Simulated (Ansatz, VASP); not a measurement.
# Au: VASP beside Ansatz

```
CELL_PARAMETERS angstrom
5.02828 0.00000 0.00000
-2.51414 4.35462 0.00000
0.00000 0.00000 4.95291
ATOMIC_POSITIONS crystal
Au 0.00000 0.33334 0.25000
Au 0.00000 0.66666 0.75000
Au 0.33334 0.00000 0.25000
Au 0.33334 0.33334 0.75000
Au 0.66666 0.00000 0.75000
Au 0.66666 0.66666 0.25000
```

Alike in both runs: functional PBE; k mesh 3 × 3 × 4; occupations gaussian, width 0.1 eV; no spin polarisation.

Ansatz relaxed the structure, and its values are those at the end. VASP's run is a single point on that final structure, the one shown.

```csv
,VASP,Ansatz
version,VASP 6.6.1,Ansatz 0.2.0
potentials or method,"VASP PAW PBE potentials, release 64 (Au)","scalar-relativistic, plane waves, PAW"
plane-wave cutoff (eV),520,420
valence electrons in the cell,66,114
```

Ansatz gave:

```
gap on the k mesh at the Fermi level (eV) : none
pressure (GPa)                            : 0.0
```

Q: What did VASP give for the same quantities?

A: gap on the k mesh at the Fermi level (eV): none; pressure (GPa): -0.3.

A gap of «none» marks a metal or a gap that the smearing closes. The two sets of potentials don't hold the same shells in valence.

Caveats: the k mesh is coarse (spacing up to 0.48 Å⁻¹), so the values aren't converged. Spin-orbit coupling is left out, which matters for the levels of Au.
